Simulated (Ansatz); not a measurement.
## AlN: clamped-ion strain scan

Computed with DFT LDA, scalar-relativistic, plane waves, PAW in Ansatz. Settings: plane waves to 420 eV, k-mesh 9×9×6 (Γ-centred), Gaussian smearing 0.05 eV. No spin polarisation. Energies are free energies at this smearing, counted from the undisturbed cell; pressure is positive in compression.

Reference structure (as given, not relaxed at this level; it stands at -8.7 GPa; this form isn't the usual structure):

```
CELL_PARAMETERS angstrom
3.31212 0.00000 0.00000
-1.65606 2.86838 0.00000
0.00000 0.00000 4.18756
ATOMIC_POSITIONS crystal
Al 0.33333 0.66667 0.75000
Al 0.66667 0.33333 0.25000
N 0.33333 0.66667 0.25000
N 0.66667 0.33333 0.75000
```

The cell is strained by ε times the Voigt pattern (1, 0, 0, 0, 0, 0) (xx, yy, zz, yz, xz, xy; engineering shear) with fractional coordinates fixed. At -9 GPa the given cell is far from its own equilibrium, so these figures belong to a strongly strained crystal.

```
      ε  ΔE (meV/atom)
-0.0200           -5.3
-0.0150           -5.0
-0.0100           -4.0
-0.0050           -2.3
 0.0000            0.0
 0.0050            3.0
 0.0100            6.6
 0.0150           10.8
 0.0175           13.1
 0.0200           15.5
```

Task: Predict the stress summed along the pattern (GPa, tension positive) at each point.

Result:
```
      ε  stress summed along the pattern (GPa, tension positive)
-0.0200                                                    -0.24
-0.0150                                                     2.11
-0.0100                                                     4.38
-0.0050                                                     6.55
 0.0000                                                     8.63
 0.0050                                                    10.63
 0.0100                                                    12.55
 0.0150                                                    14.39
 0.0175                                                    15.28
 0.0200                                                    16.15
```